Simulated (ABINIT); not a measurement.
# How far to go with the plane-wave cutoff: NaBr (I4mm, 2 atoms in the cell)

```
CELL_PARAMETERS angstrom
      0.00000     2.97008     2.97008
      2.97008     0.00000     2.97008
      2.97008     2.97008     0.00000
ATOMIC_POSITIONS crystal
  Na 0.00842 0.00842 0.99158
  Br 0.50000 0.50000 0.50000
```

Method: PBE, norm-conserving pseudopotentials (PseudoDojo nc-sr-05 PBE standard) (plane waves; ABINIT 10.0.3).

Base settings: pseudos = [Na.upf, Br.upf]; ecut = 44 Ha; occopt = 3; tsmear = 0.02 eV; ngkpt = 3 3 3; nshiftk = 1; shiftk = 0 0 0; potentials = PseudoDojo nc-sr-05 PBE standard; nband = 13; kptopt = 1.

The second cell is the first with its lattice scaled by 0.98.

The mesh stays at the base's, so the ladder's end is converged at best in this setting alone.

Only quantities that move along the ladder and can be compared are tabulated; the gap is left out on so coarse a mesh.

The count of work is k-points × plane waves × bands × iterations; it is no time. 

The starting cell has typed, rounded lattice constants, without a prior relaxation at this level. Its lattice was rescaled by up to half a per cent. One atom was moved a little off its site on purpose.

| ecut | free energy less the last step's (meV/atom) | energy of the compressed cell less the first (meV/atom) | pressure (GPa) | largest difference of a force vector from the last step's (eV/Å) | count of work / last |
|---|---|---|---|---|---|
| 15 Ha | 18191.61 | -262.49 | -243.19 | 0.023 | 0.054 |
| 18 Ha | 9127.43 | -29.78 | -163.07 | 0.007 | 0.070 |
| 20 Ha | 5397.74 | 25.00 | -116.43 | 0.008 | 0.074 |
| 22 Ha | 3070.25 | 26.66 | -78.99 | 0.007 | 0.095 |
| 24 Ha | 1714.52 | -29.86 | -51.68 | 0.005 | 0.097 |
| 26 Ha | 871.79 | 20.58 | -30.73 | 0.003 | 0.11 |
| 31 Ha | 124.13 | 19.33 | -5.60 | 0.002 | 0.16 |
| 35 Ha | 17.24 | 20.45 | 0.00 | 0.002 | 0.19 |
| 40 Ha | 1.11 | 21.01 | 1.29 | 0.002 | 0.23 |
| 44 Ha | 0.74 | 20.99 | 1.35 | 0.002 | 0.27 |
| 48 Ha | 0.62 | 20.99 | 1.35 | 0.001 | 0.30 |
| 53 Ha | 0.50 | 20.99 | 1.35 | 0.001 | 0.35 |
| 59 Ha | 0.43 | 21.00 | 1.35 | 0.000 | 0.42 |
| 66 Ha | 0.30 | 20.99 | 1.35 | 0.000 | 0.49 |
| 77 Ha | 0.20 | 20.99 | 1.35 | 0.000 | 0.62 |
| 88 Ha | 0.06 | 20.99 | 1.35 | 0.000 | 0.75 |
| 106 Ha | 0.00 | 20.99 | 1.36 | 0.000 | 1.0 |

Coarsest ecut that holds the pressure within 0.5 GPa of the last step, with all finer ones: 40 Ha, at 0.23 of the last step's count of work; the step before is off by 1.4 GPa.

Coarsest ecut that holds the free energy within 5 meV/atom of the last step, with all finer ones: 40 Ha, at 0.23 of the last step's count of work; the step before is off by 17 meV/atom.

Coarsest ecut that holds the forces within 0.02 eV/Å of the last step, with all finer ones: 18 Ha, at 0.070 of the last step's count of work; the step before is off by 0.023 eV/Å.

The energy difference between the two cells stays within 1 meV/atom of the last step's from 35 Ha on, the total only from 44 Ha on: much of the error is common to both cells and cancels.

At the lowest cutoff the pressure lies 245 GPa under the last step's, the usual sign of Pulay stress in an incomplete plane-wave basis.
